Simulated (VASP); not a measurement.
Write the native input for VASP 6.6.1 that does the following.

| Property | Result |
| --- | --- |
| Task | electric field gradients |
| Functional | PBE |
| Potentials or basis | VASP PAW PBE potentials, release 64 (Ba_sv, S) |
| Cutoff | 520 eV |
| k mesh | 9 × 9 × 9 |
| Occupations | fermi-dirac, width 0.08 eV |
| Spin | no spin polarisation |
| Dipole correction | no |
| Further INCAR settings | ALGO = Normal; EDIFF = 1e-08; NBANDS = 15 |

The structure of BaS lies in POSCAR:

```
BaS
1.0
    0.0000000000      3.4449689892      3.4449689892
    3.4449689892      0.0000000000      3.4449689892
    3.4449689892      3.4449689892      0.0000000000
Ba S
1 1
Direct
    0.0000000000      0.0000000000      0.0000000000
    0.2500000000      0.2500000000      0.2500000000
```

Measurements of this composition are mostly on another form, of space group No. 225.

The cell isn't the ideal one: volume scaled by 0.9405, PAW files.

These files were run (other wordings do the same):

INCAR

```
PREC     = Accurate       # precision mode
ENCUT    = 520            # plane-wave cutoff, eV
EDIFF    = 1E-8           # SCF threshold, eV
ISMEAR   = -1             # smearing method
SIGMA    = 0.08           # smearing width, eV
LREAL    = False          # projectors in reciprocal space
LASPH    = True           # aspherical terms in the spheres
NELM     = 100            # most SCF steps
ALGO     = Normal         # electronic algorithm
ISIF     = 2              # what is computed and relaxed
LWAVE    = False          # write WAVECAR
LCHARG   = False          # write CHGCAR
GGA      = PE             # functional
LEFG     = True         
NBANDS   = 15             # bands
```

KPOINTS

```
regular mesh
0
Gamma
  9 9 9
```

Potentials or basis: VASP PAW PBE potentials, release 64 (Ba_sv, S).

Launch:

```bash
$ cat potpaw_PBE.64/Ba_sv/POTCAR potpaw_PBE.64/S/POTCAR > POTCAR
$ mpirun -np 1 vasp_std > vasp.out
```

Results of the run:

```yaml
Pressure: 2.5 GPa
Band_gap_on_the_k_mesh: 2.89 eV, indirect (least direct gap 3.46 eV)
```

Caveat: spin-orbit coupling is left out, which moves the levels of the heavy elements; an odd mesh through Γ misses points on the zone boundary, where band edges often lie.

Wall time 58 s on 1 thread of AMD EPYC 7R13 Processor (Zen 3) (shared host), peak memory 0.19 GiB.
